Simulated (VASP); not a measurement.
Crystal: Al.

```
Al
1.0
     0.00000    2.02481    2.02481
     2.02481    0.00000    2.02481
     2.02481    2.02481    0.00000
Al
1
Direct
  0.00000 0.00000 0.00000
```

| Quantity | Value |
| --- | --- |
| Program | VASP 6.6.1 |
| Task | relaxation of cell and atoms |
| Functional | RPBE |
| Dispersion | D4 |
| Potentials or basis | VASP PAW PBE potentials, release 64 (Al) |
| Cutoff | 600 eV |
| k mesh | 11 × 11 × 11 |
| Occupations | fermi-dirac, width 0.05 eV |
| Spin | no spin polarisation |

At the start: pressure -5.1 GPa; volume 16.60 Å³/atom.

Task: How do energy, volume and symmetry change on relaxing?

Result: Over 3 steps the energy falls by 17.6 meV/atom and the volume is 15.56 Å³/atom (-6.3 %); space group Fm-3m (No. 225, to 0.05 Å).

Step by step:
| step | energy change (eV) | largest force (eV/Å) | pressure (GPa) | volume (Å³) |
| --- | --- | --- | --- | --- |
| 1 | 0.0000 | 0.0000 | -5.13 | 16.60 |
| 2 | -0.0168 | 0.0000 | 1.27 | 15.36 |
| 3 | -0.0176 | 0.0000 | 0.01 | 15.56 |

Final structure:
```
Al
1.0
     0.00000    1.98166    1.98166
     1.98166    0.00000    1.98166
     1.98166    1.98166    0.00000
Al
1
Direct
  0.00000 0.00000 0.00000
```

The cell as given is a measured one (16.60 Å³/atom); RPBE+D4 puts the equilibrium volume -6.3 % from it, thermal expansion not counted.

Caveat: the PAW data sets were made with another functional, which shifts forces and pressure a little; pairwise dispersion overbinds metals, which lowers pressure and volume.
